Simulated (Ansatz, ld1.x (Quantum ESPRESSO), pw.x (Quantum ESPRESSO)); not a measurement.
**germanium: does the ultrasoft potential hold in the solid?**

Ge, ultrasoft, made with ld1.x (Quantum ESPRESSO) 7.5 (PBEsol, scalar-relativistic). Core [Ar], reference 3d10 4s2 4p0 (charge +2). Waves: 4s (bound): rcut 1.35, rcutus 1.65 bohr; 4s channel at -1.85 Ry: rcut 1.35, rcutus 1.65 bohr; 4p (bound, empty): rcut 1.35, rcutus 1.65 bohr; 4p channel at 1.75 Ry: rcut 1.35, rcutus 1.65 bohr; 3d (bound): rcut 1.30, rcutus 1.40 bohr; 3d channel at -2.75 Ry: rcut 1.30, rcutus 1.40 bohr. Local part: all-electron potential smoothed inside 0.68 bohr (lloc = -2). Core correction: none. Augmentation charge: PSQ, radius 0.90 bohr.

Crystal test: fcc Ge in pw.x 7.5, no spin, 13³ k-points, Fermi–Dirac smearing 0.01 Ry, cutoffs 120/900 Ry. The lattice is a test structure that the element need not adopt, and mesh and smearing are coarse.

pw.x input:

```
&control
  calculation='scf', prefix='x', pseudo_dir='./', outdir='./tmp', tstress=.true., disk_io='none'
/
&system
  ibrav=0, nat=1, ntyp=1, ecutwfc=120, ecutrho=900, nbnd=15,
  occupations='smearing', smearing='fd', degauss=0.01
/
&electrons
  conv_thr=1e-09, mixing_beta=0.4, electron_maxstep=70
/
ATOMIC_SPECIES
Ge 1.0 Ge.UPF
CELL_PARAMETERS angstrom
  0.00000000 2.10448776 2.10448776
  2.10448776 0.00000000 2.10448776
  2.10448776 2.10448776 0.00000000
ATOMIC_POSITIONS crystal
Ge 0.0000 0.0000 0.0000
K_POINTS automatic
13 13 13 0 0 0
```

```bash
pw.x < Ge.scf.in > Ge.scf.out
```

How does the run end?

It converges; the pressure is -38.19 GPa against -0.38 GPa from all-electron LAPW. This is a poor potential for the solid. The pseudo pressure rises with volume over the whole range, a mechanical instability. Note: ghost state, extra bound levels that the all-electron valence spectrum of the same l lacks: s at -254.5 eV. A true bound ghost makes a file unfit for plane-wave use. The logarithmic derivative shows an extra or strongly shifted pseudo pole above the reference energy (p near 0.09 Ry). The log shows:

```
     scf convergence threshold =      1.0E-09
     Exchange-correlation= PBESOL
     number of k points=    84  Fermi-Dirac smearing, width (Ry)=  0.0100
     iteration #  1     ecut=   120.00 Ry     beta= 0.40
     total energy              =    -210.31253617 Ry
     estimated scf accuracy    <      18.77734546 Ry
     iteration #  2     ecut=   120.00 Ry     beta= 0.40
     total energy              =    -212.44997287 Ry
     estimated scf accuracy    <       9.20382308 Ry
     iteration #  3     ecut=   120.00 Ry     beta= 0.40
     total energy              =    -212.62495174 Ry
     estimated scf accuracy    <       1.24774359 Ry
     iteration #  4     ecut=   120.00 Ry     beta= 0.40
     total energy              =    -212.43664568 Ry
     estimated scf accuracy    <       1.30274255 Ry
     [... 15 iterations left out ...]
     iteration # 20     ecut=   120.00 Ry     beta= 0.40
     total energy              =    -212.87619095 Ry
     estimated scf accuracy    <          7.2E-09 Ry
     iteration # 21     ecut=   120.00 Ry     beta= 0.40
     total energy              =    -212.87619095 Ry
     estimated scf accuracy    <          7.1E-09 Ry
     iteration # 22     ecut=   120.00 Ry     beta= 0.40
     total energy              =    -212.87619095 Ry
     estimated scf accuracy    <          1.3E-09 Ry
     iteration # 23     ecut=   120.00 Ry     beta= 0.40
     the Fermi energy is     8.2750 ev
!    total energy              =    -212.87619095 Ry
     estimated scf accuracy    <          7.8E-11 Ry
     smearing contrib. (-TS)   =      -0.00184080 Ry
     The total energy is F=E-TS. E is the sum of the following terms:
     one-electron contribution =    -169.67792889 Ry
     hartree contribution      =      97.69771673 Ry
     xc contribution           =     -27.91270472 Ry
     ewald contribution        =    -112.98143327 Ry
     convergence has been achieved in  23 iterations
          total   stress  (Ry/bohr**3)                   (kbar)     P=     -381.87
     Message from routine punch:
     Nothing written, as per user request (disk_io='none')
```
